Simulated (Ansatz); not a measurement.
Si2Ni:

```xyz
3
Lattice="0.0000 2.8319 2.8319 2.8319 0.0000 2.8319 2.8319 2.8319 0.0000" Properties=species:S:1:pos:R:3 pbc="T T T"
Ni    0.0000    0.0000    0.0000
Si    4.2479    4.2479    4.2479
Si    1.4160    1.4160    1.4160
```

The cell isn't the ideal one: volume scaled by 1.15.

* Program: Ansatz 0.2.0
* Task: relaxation of cell and atoms
* Functional: PBE
* Dispersion: D3(BJ)+ATM
* Potentials or basis: Ansatz PAW
* Cutoff: 420 eV
* Density cutoff: 1680 eV
* k mesh: 9 × 9 × 9
* Occupations: fermi-dirac, width 0.05 eV
* Spin: collinear spin, ferromagnetic start
* Starting moments: [1.0, 0.0, 0.0] μB
* Hubbard terms: Ni d U = 5 eV

At the start: volume 15.14 Å³/atom.

**Question.** How do energy, volume and symmetry change on relaxing?

**Answer.** Over 7 steps the energy falls by 115.7 meV/atom and the volume is 13.12 Å³/atom (-13.4 %); space group Fm-3m (No. 225, to 0.05 Å); moment 0.00 μB per cell.

Step by step:
| step | energy change (eV) | largest force (eV/Å) | volume (Å³) |
| --- | --- | --- | --- |
| 1 | 0.0000 | 0.0000 | 45.42 |
| 2 | -0.3056 | 0.0000 | 41.30 |
| 3 | -0.3452 | 0.0000 | 38.83 |
| 4 | -0.3482 | 0.0000 | 39.38 |
| 5 | -0.3483 | 0.0000 | 39.35 |
| 6 | -0.3471 | 0.0000 | 39.35 |
| 7 | -0.3471 | 0.0000 | 39.35 |

Final structure:
```
Ni Si
1.0
     0.00000    2.69957    2.69957
     2.69957    0.00000    2.69957
     2.69957    2.69957    0.00000
Ni Si
1 2
Cartesian
  0.0000 0.0000 0.0000
  4.0493 4.0493 4.0493
  1.3498 1.3498 1.3498
```

Caveat: the magnetic or orbital state may not be the lowest; the U is typed as a test and isn't derived for this compound; the starting moments weren't kept.
